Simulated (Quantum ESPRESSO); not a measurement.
In: phonons at Y1 under several settings

```
CELL_PARAMETERS angstrom
-1.62547 1.62547 2.47370
1.62547 -1.62547 2.47370
1.62547 1.62547 -2.47370
ATOMIC_POSITIONS crystal
In 0.00000 0.00000 0.00000
```

All runs used Quantum ESPRESSO 7.5; k mesh 9 × 9 × 9; relaxed cell; no spin polarisation; cutoff 952 eV; occupations cold, width 0.2 eV.

```tsv
level	potentials	volume (Å³/atom)	pressure (GPa)	frequencies (cm⁻¹)
LDA	PseudoDojo 0.4.1 SR LDA standard	24.53	0.0	73 88 114
PBE	PseudoDojo 0.4.1 SR PBE standard	27.56	0.0	65 67 86
PBEsol	PseudoDojo 0.4.1 SR PBEsol standard	25.53	0.0	74 85 110
WC	PseudoDojo 0.4.1 SR PBE standard	25.66	0.1	74 85 109
AM05	PseudoDojo 0.4.1 SR PBE standard	25.54	0.0	75 85 109
RPBE	PseudoDojo 0.4.1 SR PBE standard	28.68	0.2	63 64 82
vdW-DF-cx	PseudoDojo 0.4.1 SR PBE standard	?	0.0	?
```

What stands in the row left open?

Volume 26.02 Å³/atom; frequencies 75 76 95 cm⁻¹.

Caveats: the q point doesn't lie on the k mesh, which can shift a metal's frequencies strongly unless the mesh is converged; the potentials were made for another functional, which shifts forces and pressure (some runs).

For the row left open. Caveat: the potentials were made for another functional, which shifts forces and pressure; the q point doesn't lie on the k mesh, which can shift a metal's frequencies strongly unless the mesh is converged.
